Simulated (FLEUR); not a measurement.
# C (Fd-3m) in FLEUR: further runs

The runs below take C through band structure, equation of state, with PW91.

Everything below comes from runs of FLEUR MaX-R8.1 (later development tree). Logs are shortened: lines on timing, memory, paths and dates and some standing lists are left out, and cuts for length are marked.

**The experiment to reproduce.**

“Equation of state of cubic boron nitride at high pressures and temperatures”, 2007, arxiv:cond-mat/0702656 quotes, for a bulk crystal of C: bulk modulus 442 ± 5 GPa.

How close the calculation comes is told below.

**1. The structure**

The structure is cubic, space group Fd-3m (No. 227). The conventional cell has a = 3.567 Å, b = 3.567 Å, c = 3.567 Å, α = 90.00°, β = 90.00°, γ = 90.00°. Around C (site symmetry -43m) lie 4 C at 1.54 Å.

This isn't the form of C at room conditions, which is graphite.

**2. Band structure, PW91**

File inp.xml:

```xml
<?xml version="1.0" encoding="UTF-8" standalone="no"?>
<fleurInput fleurInputVersion="0.39">
   <comment>
      C                                                                                                   
   </comment>
   <calculationSetup>
      <cutoffs Kmax="5.33" Gmax="16.5" GmaxXC="16.5" numbands="0"/>
      <scfLoop itmax="60" minDistance="0.00001" maxIterBroyd="15" imix="Anderson" alpha="0.05" precondParam="0.0" spinf="2.0" sdNocoIR="T"/>
      <coreElectrons ctail="T" frcor="F" kcrel="0" coretail_lmax="0"/>
      <xcFunctional name="pw91" relativisticCorrections="F"/>
      <magnetism jspins="1"/>
      <soc l_soc="F" theta="0.0" phi="0.0" spav="F"/>
      <expertModes spex="0" secvar="F"/>
      <geometryOptimization l_f="F" forcealpha="1.0" forcemix="BFGS" epsdisp="0.00001" epsforce="0.00001"/>
      <ldaU l_linMix="F" mixParam="0.05" spinf="1.0"/>
   </calculationSetup>
   <cell>
      <bzIntegration valenceElectrons="8.0" mode="hist" fermiSmearingEnergy="0.00183747">
         <kPointListSelection listName="default-1"/>
         <!-- k-points included here -->
         <xi:include xmlns:xi="http://www.w3.org/2001/XInclude" href="kpts.xml"> </xi:include>
      </bzIntegration>
      <!-- symmetry operations included here -->
      <xi:include xmlns:xi="http://www.w3.org/2001/XInclude" href="sym.xml"> </xi:include>
      <bulkLattice scale="1.0">
         <bravaisMatrix>
            <row-1>    0.0000000000000000     3.3700808788279017     3.3700808788279017</row-1>
            <row-2>    3.3700808788279017     0.0000000000000000     3.3700808788279017</row-2>
            <row-3>    3.3700808788279017     3.3700808788279017     0.0000000000000000</row-3>
         </bravaisMatrix>
      </bulkLattice>
   </cell>
   <atomSpecies>
      <species name="Carbon (C)" element="C" atomicNumber="6">
         <mtSphere radius="1.35" gridPoints="447" logIncrement="0.023"/>
         <atomicCutoffs lmax="8" lnonsphr="6"/>
         <electronConfig flipSpins="F">
            <coreConfig>(1s1/2)</coreConfig>
            <valenceConfig>(2s1/2) (2p1/2) (2p3/2)</valenceConfig>
            <stateOccupation state="(2p1/2)" spinUp="0.333333" spinDown="0.333333"/>
            <stateOccupation state="(2p3/2)" spinUp="0.666667" spinDown="0.666667"/>
         </electronConfig>
         <energyParameters s="2" p="2" d="3" f="4"/>
         <lo type="SCLO" l="0" n="2" eDeriv="2"/>
         <lo type="SCLO" l="1" n="2" eDeriv="2"/>
         <lo type="SCLO" l="2" n="3" eDeriv="2"/>
      </species>
   </atomSpecies>
   <atomGroups>
      <atomGroup species="Carbon (C)">
         <relPos label="                   1">-3.000/8.000 -3.000/8.000 -3.000/8.000</relPos>
         <relPos label="                   2">3.000/8.000 3.000/8.000 3.000/8.000</relPos>
         <force calculate="T" relaxXYZ="TTT"/>
      </atomGroup>
   </atomGroups>
   <output dos="F" band="F" slice="F">
      <checks vchk="F" cdinf="F"/>
      <bandDOS minEnergy="-.5*Htr" maxEnergy="0.5*Htr" sigma="0.015" storeEVData="T"/>
      <vacuumDOS vacdos="F" integ="F" star="F" nstars="0" locx1="0.0" locy1="0.0" locx2="0.0" locy2="0.0" nstm="0" tworkf="0.0"/>
      <unfoldingBand unfoldBand="F" supercellX="1" supercellY="1" supercellZ="1"/>
      <plotting iplot="0" polar="F">
         <plot TwoD="T" vec1="  1.0  0.0  0.0" vec2="  0.0  1.0  0.0" vec3="  0.0  0.0  1.0" zero="  0.0  0.0  0.0" file="plot"/>
      </plotting>
      <chargeDensitySlicing numkpt="0" minEigenval="0.0" maxEigenval="0.0" nnne="0" pallst="F"/>
      <specialOutput eonly="F"/>
      <moessbauerParams electricFieldGradient="T" isomerShift="T" coreHyperfine="T" valenceHyperfine="T"/>
      <magneticCircularDichroism mcd="F" energyLo="-10.0" energyUp="0.0"/>
   </output>
  <!-- We include the file relax.xml here to enable relaxations (see documentation) -->
  <xi:include xmlns:xi="http://www.w3.org/2001/XInclude" href="relax.xml"> <xi:fallback/> </xi:include>
</fleurInput>
```

File crystal.txt:

```
C
&input cartesian=F /
0.0000000000  1.7833700000  1.7833700000
1.7833700000  0.0000000000  1.7833700000
1.7833700000  1.7833700000  0.0000000000
1.8897261246
1.0 1.0 1.0

2
6 0.7500000000  0.7500000000  0.7500000000
6 0.5000000000  0.5000000000  0.5000000000

&kpt div1=13 div2=13 div3=13 gamma=T /
```

File inp.xml (bands):

```
<?xml version="1.0" encoding="UTF-8" standalone="no"?>
<fleurInput fleurInputVersion="0.39">
   <comment>
      C                                                                                                   
   </comment>
   <calculationSetup>
      <cutoffs Kmax="5.33" Gmax="16.5" GmaxXC="16.5" numbands="0"/>
      <scfLoop itmax="60" minDistance="0.00001" maxIterBroyd="15" imix="Anderson" alpha="0.05" precondParam="0.0" spinf="2.0" sdNocoIR="T"/>
      <coreElectrons ctail="T" frcor="F" kcrel="0" coretail_lmax="0"/>
      <xcFunctional name="pw91" relativisticCorrections="F"/>
      <magnetism jspins="1"/>
      <soc l_soc="F" theta="0.0" phi="0.0" spav="F"/>
      <expertModes spex="0" secvar="F"/>
      <geometryOptimization l_f="F" forcealpha="1.0" forcemix="BFGS" epsdisp="0.00001" epsforce="0.00001"/>
      <ldaU l_linMix="F" mixParam="0.05" spinf="1.0"/>
   </calculationSetup>
   <cell>
      <bzIntegration valenceElectrons="8.0" mode="hist" fermiSmearingEnergy="0.00183747">
         <kPointListSelection listName="path-1"/>
         <!-- k-points included here -->
         <xi:include xmlns:xi="http://www.w3.org/2001/XInclude" href="kpts.xml"> </xi:include>
      </bzIntegration>
      <!-- symmetry operations included here -->
      <xi:include xmlns:xi="http://www.w3.org/2001/XInclude" href="sym.xml"> </xi:include>
      <bulkLattice scale="1.0">
         <bravaisMatrix>
            <row-1>    0.0000000000000000     3.3700808788279017     3.3700808788279017</row-1>
            <row-2>    3.3700808788279017     0.0000000000000000     3.3700808788279017</row-2>
            <row-3>    3.3700808788279017     3.3700808788279017     0.0000000000000000</row-3>
         </bravaisMatrix>
      </bulkLattice>
   </cell>
   <atomSpecies>
      <species name="Carbon (C)" element="C" atomicNumber="6">
         <mtSphere radius="1.35" gridPoints="447" logIncrement="0.023"/>
         <atomicCutoffs lmax="8" lnonsphr="6"/>
         <electronConfig flipSpins="F">
            <coreConfig>(1s1/2)</coreConfig>
            <valenceConfig>(2s1/2) (2p1/2) (2p3/2)</valenceConfig>
            <stateOccupation state="(2p1/2)" spinUp="0.333333" spinDown="0.333333"/>
            <stateOccupation state="(2p3/2)" spinUp="0.666667" spinDown="0.666667"/>
         </electronConfig>
         <energyParameters s="2" p="2" d="3" f="4"/>
         <lo type="SCLO" l="0" n="2" eDeriv="2"/>
         <lo type="SCLO" l="1" n="2" eDeriv="2"/>
         <lo type="SCLO" l="2" n="3" eDeriv="2"/>
      </species>
   </atomSpecies>
   <atomGroups>
      <atomGroup species="Carbon (C)">
         <relPos label="                   1">-3.000/8.000 -3.000/8.000 -3.000/8.000</relPos>
         <relPos label="                   2">3.000/8.000 3.000/8.000 3.000/8.000</relPos>
         <force calculate="T" relaxXYZ="TTT"/>
      </atomGroup>
   </atomGroups>
   <output dos="F" band="T" slice="F">
      <checks vchk="F" cdinf="F"/>
      <bandDOS minEnergy="-.5*Htr" maxEnergy="0.5*Htr" sigma="0.015" storeEVData="T"/>
      <vacuumDOS vacdos="F" integ="F" star="F" nstars="0" locx1="0.0" locy1="0.0" locx2="0.0" locy2="0.0" nstm="0" tworkf="0.0"/>
      <unfoldingBand unfoldBand="F" supercellX="1" supercellY="1" supercellZ="1"/>
      <plotting iplot="0" polar="F">
         <plot TwoD="T" vec1="  1.0  0.0  0.0" vec2="  0.0  1.0  0.0" vec3="  0.0  0.0  1.0" zero="  0.0  0.0  0.0" file="plot"/>
      </plotting>
      <chargeDensitySlicing numkpt="0" minEigenval="0.0" maxEigenval="0.0" nnne="0" pallst="F"/>
      <specialOutput eonly="F"/>
      <moessbauerParams electricFieldGradient="T" isomerShift="T" coreHyperfine="T" valenceHyperfine="T"/>
      <magneticCircularDichroism mcd="F" energyLo="-10.0" energyUp="0.0"/>
   </output>
  <!-- We include the file relax.xml here to enable relaxations (see documentation) -->
  <xi:include xmlns:xi="http://www.w3.org/2001/XInclude" href="relax.xml"> <xi:fallback/> </xi:include>
</fleurInput>
```

Potentials or basis: all-electron, FLAPW.

On the command line:

```console
inpgen -f crystal.txt -profile fastHighL
# inp.xml edited to the form shown
fleur_MPI
fleur_MPI   # second run, on inp.xml (bands)
```

What it wrote:

```text
Welcome to FLEUR        (www.flapw.de)
      MaX-Release 8.1          (www.max-centre.eu)

 ========== k-point set info ==========
 Selected k-point list: default-1
 k-point list type: mesh
 13 x 13 x 13
 Number of k points: 84

 ------------Calculation Setup---------------------------
 Number of MPI-tasks      :            1
 Number of PE/node        :            1
 Number of OMP-threads    :            1
 Most efficient MPI parallelization for:
           1           2           3           4           6           7          12          14          21          28          42          84
 Additional eigenvalue parallelization possible
 Number of basis functions:          234
 Approximate size of matrices (H+S) per k-point:         0.001 GB
 --------------------------------------------------------
 Iteration:     1   Distance:      25.98817245 me/bohr^3
 Iteration:     2   Distance:      24.49718885 me/bohr^3
 Iteration:     3   Distance:       3.81439854 me/bohr^3
 Iteration:     4   Distance:       1.52331865 me/bohr^3
 Iteration:     5   Distance:       0.32023617 me/bohr^3
 Iteration:     6   Distance:       0.04996610 me/bohr^3
 Iteration:     7   Distance:       0.01899469 me/bohr^3
 Iteration:     8   Distance:       0.00035233 me/bohr^3
 Iteration:     9   Distance:       0.00053935 me/bohr^3
 Iteration:    10   Distance:       0.00001687 me/bohr^3
 Iteration:    11   Distance:       0.00000202 me/bohr^3

 ********************************************************************
 Run finished successfully
 Stop message:
   all done
 ********************************************************************
```

output (bands):

```text
Welcome to FLEUR        (www.flapw.de)
      MaX-Release 8.1          (www.max-centre.eu)

 ========== k-point set info ==========
 Selected k-point list: path-1
 k-point list type: path
 Number of k points: 60

 ------------Calculation Setup---------------------------
 Number of MPI-tasks      :            1
 Number of PE/node        :            1
 Number of OMP-threads    :            1
 Most efficient MPI parallelization for:
           1           2           3           4           5           6          10          12          15          20          30          60
 Additional eigenvalue parallelization possible
 Number of basis functions:          236
 Approximate size of matrices (H+S) per k-point:         0.001 GB
 --------------------------------------------------------
 Fermi energy correction for insulators:
 No automatic correction of the Fermi energy has been performed.

 Note: Band structure data (together with different weights) is also stored in the banddos.hdf file.
       A convenient way of extracting and plotting the data from that file is by making use of the

 ********************************************************************
 Run finished successfully
 Stop message:
   Charge density postprocessing done.
 ********************************************************************
```

out.xml (last iteration):

```text
<iteration numberForCurrentRun="   11" overallNumber="   11">
         <energyParameters units="Htr">
            <atomicEP atomType="1" spin="1" branch="2s" branchLowest="-9.32" branchHighest="2.76" value="-0.2681916090"/>
            <atomicEP atomType="1" spin="1" branch="2p" branchLowest="-9.99" branchHighest="2.33" value="-0.0707398337"/>
            <atomicEP atomType="1" spin="1" branch="3d" branchLowest="-9.99" branchHighest="6.94" value="0.1329972780"/>
            <atomicEP atomType="1" spin="1" branch="4f" branchLowest="-9.99" branchHighest="11.62" value="0.2928147327"/>
            <loAtomicEP atomType="1" spin="1" branch="2s" branchLowest="-9.32" branchHighest="2.76" value="-0.2681916090"/>
            <loAtomicEP atomType="1" spin="1" branch="2p" branchLowest="-9.99" branchHighest="2.33" value="-0.0707531706"/>
            <loAtomicEP atomType="1" spin="1" branch="3d" branchLowest="-9.99" branchHighest="6.94" value="0.1329992041"/>
         </energyParameters>
         <eigenvalues>
            <eigenvaluesAt spin="1" ikpt="1" k_x="0.00000000" k_y="0.00000000" k_z="0.00000000">
                      -0.3361903709        0.4509488762        0.4509488762        0.4509488762        0.6577899394
                       0.6577899394        0.6577899394
            </eigenvaluesAt>
            <eigenvaluesAt spin="1" ikpt="2" k_x="0.00000000" k_y="0.00000000" k_z="0.07692308">
                      -0.3301785949        0.4121378664        0.4408076830        0.4408076830        0.6711145475
                       0.6711145475        0.6806661167
            </eigenvaluesAt>
            <eigenvaluesAt spin="1" ikpt="3" k_x="0.00000000" k_y="0.00000000" k_z="0.15384615">
                      -0.3122061845        0.3292233629        0.4178602486        0.4178602486        0.7013528544
                       0.7013528544        0.7180724211
            </eigenvaluesAt>
            <eigenvaluesAt spin="1" ikpt="4" k_x="0.00000000" k_y="0.00000000" k_z="0.23076923">
                      -0.2824885354        0.2339654458        0.3929549575        0.3929549575        0.7320160185
                       0.7320160185        0.7460165252
            </eigenvaluesAt>
         </eigenvalues>
         <bandgap value="4.1945488659" units="eV"/>
         <sumValenceSingleParticleEnergies value="0.9790904975" units="Htr"/>
         <FermiEnergy value="0.4509488762" units="Htr"/>
         <valenceDensity>
            <mtCharges spin="1">
               <mtCharge atomType="1" total="2.1013798" s="0.6518304" p="1.4134757" d="0.0322711" f="0.0031294"/>
            </mtCharges>
            <spinDependentCharge spin="1" total="8.0000000" interstitial="3.7972404" mtSpheres="4.2027596"/>
            <totalCharge value="8.0000000000"/>
         </valenceDensity>
         <coreStates atomType="     1" atomicNumber="  6" spin="1" kinEnergy="     31.9197801263" eigValSum="    -18.6509552083" lostElectrons=" 0.000182">
            <state n="1" l="0" j="0.5" energy="-9.3254776042" weight="1.0000000000"/>
         </coreStates>
         <allElectronCharges>
            <spinDependentCharge spin="1" total="12.0000000" interstitial="3.7976015" mtSpheres="8.2023985"/>
            <totalCharge value="11.9999999970"/>
         </allElectronCharges>
         <moessbauerParams unitsHFF="kG" unitsIS="e/bohr^3" unitsEFG="Htr/bohr^2">
            <coreIsomerShift atomType="1" isTotal="124.22438">
               <shell n="1" l="0" isomerShift="124.22438"/>
            </coreIsomerShift>
            <isomerShift atomType="1" nucleusRadius="0.0000541" averageDensity="128.65904"/>
            <electricFieldGradient atomType="1" VXX="0.00000" VYY="0.00000" VZZ="0.00000" asymParam="0.00000">
            </electricFieldGradient>
         </moessbauerParams>
         <totalEnergy                                    value="      -76.2634104242" units="Htr">
            <sumOfEigenvalues                            value="      -36.3228199191">
               <coreElectrons value="-37.3019104166"/>
               <valenceElectrons value="0.9790904975"/>
            </sumOfEigenvalues>
            <densityCoulombPotentialIntegral value="-98.2616532285"/>
            <densityEffectivePotentialIntegral value="-112.3140316563"/>
            <chargeDenXCDenIntegral value="-10.9290369991"/>
            <FockExchangeEnergyValence value="0.0000000000"/>
            <FockExchangeEnergyCore value="0.0000000000"/>
            <atomTypeDependentContributions atomType="1">
               <electronNucleiInteractionDifferentMTs value="83.4562492503"/>
               <MadelungTerm value="-8.7385092978"/>
            </atomTypeDependentContributions>
            <tkbTimesEntropy value="0.0000000000"/>
            <freeEnergy value="-76.2634104242"/>
            <extrapolationTo0K value="-76.2634104242"/>
         </totalEnergy>
         <densityConvergence units="me/bohr^3">
            <chargeDensity spin="1" distance="0.0000020225"/>
         </densityConvergence>
      </iteration>
```

It took 13 s on 1 thread of Arm Neoverse V1, shared host; peak memory 0.05 GiB.

Results:

- Free energy: -2075.2331 eV
- Band gap on the k mesh: 4.19 eV, indirect (least direct gap 5.63 eV)
- Band gap along the path: 4.18 eV, indirect (least direct gap 5.63 eV)
- Valence electrons inside the program's atomic spheres: C 2.10 (radii C 1.35 bohr)

Levels at the corners of the path, in eV from the valence-band top:
```csv
point,band 2,band 3,band 4,band 5,band 6,band 7
Γ,0.00,0.00,0.00,5.63,5.63,5.63
X,-12.72,-6.27,-6.27,4.82,4.82,16.79
W,-11.94,-8.28,-8.28,10.65,10.65,12.33
K,-11.69,-9.27,-5.34,5.73,10.77,14.37
Γ,0.00,0.00,0.00,5.63,5.63,5.63
L,-13.32,-2.79,-2.79,8.50,8.50,8.88
U,-11.69,-9.27,-5.34,5.73,10.77,14.37
W,-11.94,-8.28,-8.28,10.65,10.65,12.33
L,-13.32,-2.79,-2.79,8.50,8.50,8.88
K,-11.69,-9.27,-5.34,5.73,10.77,14.37
U,-11.69,-9.27,-5.34,5.73,10.77,14.37
X,-12.72,-6.27,-6.27,4.82,4.82,16.79
```

Core levels (eV from the Fermi level):
| atom | levels |
| --- | --- |
| 1 C | 1s1/2 -266.0 |
| 2 C | 1s1/2 -266.0 |

**3. Equation of state, PW91, 5.33 Å³/atom (volume scaled by 0.94)**

Edit inp.xml of step 2 so:

```diff
@@ -6,3 +6,3 @@
    <calculationSetup>
-      <cutoffs Kmax="5.33" Gmax="16.5" GmaxXC="16.5" numbands="0"/>
+      <cutoffs Kmax="5.5" Gmax="17.0" GmaxXC="17.0" numbands="0"/>
       <scfLoop itmax="60" minDistance="0.00001" maxIterBroyd="15" imix="Anderson" alpha="0.05" precondParam="0.0" spinf="2.0" sdNocoIR="T"/>
@@ -24,3 +24,3 @@
       <xi:include xmlns:xi="http://www.w3.org/2001/XInclude" href="sym.xml"> </xi:include>
-      <bulkLattice scale="1.0">
+      <bulkLattice scale="0.9795861087">
          <bravaisMatrix>
@@ -34,3 +34,3 @@
       <species name="Carbon (C)" element="C" atomicNumber="6">
-         <mtSphere radius="1.35" gridPoints="447" logIncrement="0.023"/>
+         <mtSphere radius="1.31" gridPoints="447" logIncrement="0.023"/>
          <atomicCutoffs lmax="8" lnonsphr="6"/>
```

Potentials or basis: all-electron, FLAPW.

On the command line:

```console
inpgen -f crystal.txt -profile fastHighL
# inp.xml edited to the form shown
fleur_MPI
```

It took 14 s on 1 thread of Arm Neoverse V1, shared host; peak memory 0.08 GiB.

The run converged. Its results:

```
Free energy                                           : -2075.1661 eV
Band gap on the k mesh                                : 4.34 eV, indirect (least direct gap 5.80 eV)
Valence electrons inside the program's atomic spheres : C 2.02 (radii C 1.31 bohr)
```

Caveat: an odd mesh through Γ misses points on the zone boundary, where band edges often lie.

**4. Equation of state, PW91, 5.44 Å³/atom (volume scaled by 0.96)**

Edit inp.xml of step 3 so:

```diff
@@ -24,3 +24,3 @@
       <xi:include xmlns:xi="http://www.w3.org/2001/XInclude" href="sym.xml"> </xi:include>
-      <bulkLattice scale="0.9795861087">
+      <bulkLattice scale="0.9864848297">
          <bravaisMatrix>
```

On the command line:

```console
inpgen -f crystal.txt -profile fastHighL
# inp.xml edited to the form shown
fleur_MPI
```

It took 14 s on 1 thread of Arm Neoverse V1, shared host; peak memory 0.09 GiB.

The run converged. Its results:

| Item | Value |
| --- | --- |
| Free energy | -2075.2033 eV |
| Band gap on the k mesh | 4.29 eV, indirect (least direct gap 5.74 eV) |
| Valence electrons inside the program's atomic spheres | C 2.00 (radii C 1.31 bohr) |

Caveat: an odd mesh through Γ misses points on the zone boundary, where band edges often lie.

(Continued in part 2 of 2.)
